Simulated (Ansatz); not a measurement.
CsCl:
```yaml
crystal:
  lattice:
    - [4.14021, 0.00000, 0.00000]
    - [0.00000, 4.14021, 0.00000]
    - [0.00000, 0.00000, 4.14021]
  atoms:
    - { symbol: Cs, position: [0.00000, 0.00000, 0.00000] }
    - { symbol: Cl, position: [0.50000, 0.50000, 0.50000] }
```

Relaxed with r²SCAN. Special points in fractions of this cell's reciprocal vectors: Γ (0.000, 0.000, 0.000); X (0.000, 0.500, 0.000); M (0.500, 0.500, 0.000); R (0.500, 0.500, 0.500).

**Question.** List the band energies nearest the valence-band maximum at these points for r²SCAN with spin–orbit coupling (plane waves, PAW; program Ansatz).

**Answer.** In eV from the valence-band maximum; about four levels below and three above (degenerate sets whole), none deeper than 8.9 eV; points with the same levels are listed once.

```
k                    below                above
-  -----------------------  -------------------
Γ      0.00 0.00 0.00 0.00  5.85 5.85 5.85 5.85
X  -0.32 -0.32 -0.25 -0.25  6.89 6.89 8.20 8.20
M  -0.48 -0.48 -0.12 -0.12  6.49 6.49 6.58 6.58
R  -1.10 -1.10 -1.10 -1.10  9.07 9.07 9.07 9.07
```

Space group Pm-3m (CsCl type). Symmetry was held in the r²SCAN relaxation.

Potentials: the earlier of the program's two PAW sets.
